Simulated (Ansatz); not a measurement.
# CoSn2: the cost of one run

Program: Ansatz 0.2.0. Level of theory: DFT PBEsol, scalar-relativistic, plane waves, PAW. These are calculated values, not measurements.

## (1) The structure to begin with

It takes space group I4/mcm (No. 140, tetragonal). The conventional cell has a = 6.365 Å, b = 6.365 Å, c = 5.457 Å, α = 90.00°, β = 90.00°, γ = 90.00°. Co (site symmetry 422) has 2 Co at 2.73 Å and 8 Sn at 2.76 Å as nearest neighbours. Sn (site symmetry m2m) has 4 Co at 2.76 Å and 1 Sn at 2.84 Å as nearest neighbours.

Structure file:

```cif
data_structure
_symmetry_space_group_name_H-M 'I4/mcm'
_symmetry_Int_Tables_number 140
_cell_length_a 6.3650
_cell_length_b 6.3650
_cell_length_c 5.4570
_cell_angle_alpha 90.000
_cell_angle_beta 90.000
_cell_angle_gamma 90.000
_cell_volume 221.08
loop_
_atom_site_label
_atom_site_type_symbol
_atom_site_symmetry_multiplicity
_atom_site_Wyckoff_symbol
_atom_site_fract_x
_atom_site_fract_y
_atom_site_fract_z
_atom_site_occupancy
Co1 Co 4 a 0.00000 0.00000 0.25000 1
Sn1 Sn 8 h 0.15800 0.65800 0.00000 1
```

Source of the structure: the Crystallography Open Database.

(A quick probe on a coarse mesh, which set the mesh and smearing, is not shown.)

## (3) The relaxation

File input.yaml:

```yaml
crystal:
  lattice:
    - [-3.1825, 3.1825, 2.7285]
    - [3.1825, -3.1825, 2.7285]
    - [3.1825, 3.1825, -2.7285]
  atoms:
    - { symbol: Co, position: [0.25, 0.25, 0.0] }
    - { symbol: Co, position: [0.75, 0.75, 0.0] }
    - { symbol: Sn, position: [0.658, 0.158, 0.816] }
    - { symbol: Sn, position: [0.158, 0.342, 0.5] }
    - { symbol: Sn, position: [0.342, 0.842, 0.184] }
    - { symbol: Sn, position: [0.842, 0.658, 0.5] }
basis:
  ecutwfc: 420
kpoints:
  mp_grid: { grid: [8, 8, 8] }
hamiltonian:
  xc: pbesol
scf:
  occupations: { method: gaussian, width: 0.1 }
output:
  forces: true
  stress: true
  eigenvalues: true
  write_density: true
  write_potential: true
  elf: true
  volumetric_format: npy
relax:
  adjacent_minimum: "off"
  f_tol: 0.005
  max_steps: 80
  cell: { stress_tol: 0.05 }
```

Launch:

```bash
$ ansatz run input.yaml --threads 2 --pin off --max-ram 5120MiB --backend cpu --events-out ev --progress --plain --runs-dir out
```

Q: Estimate wall time and peak memory on 2 threads of Arm Neoverse V1, shared host.

About 94 s, with a peak of 0.6 GiB.
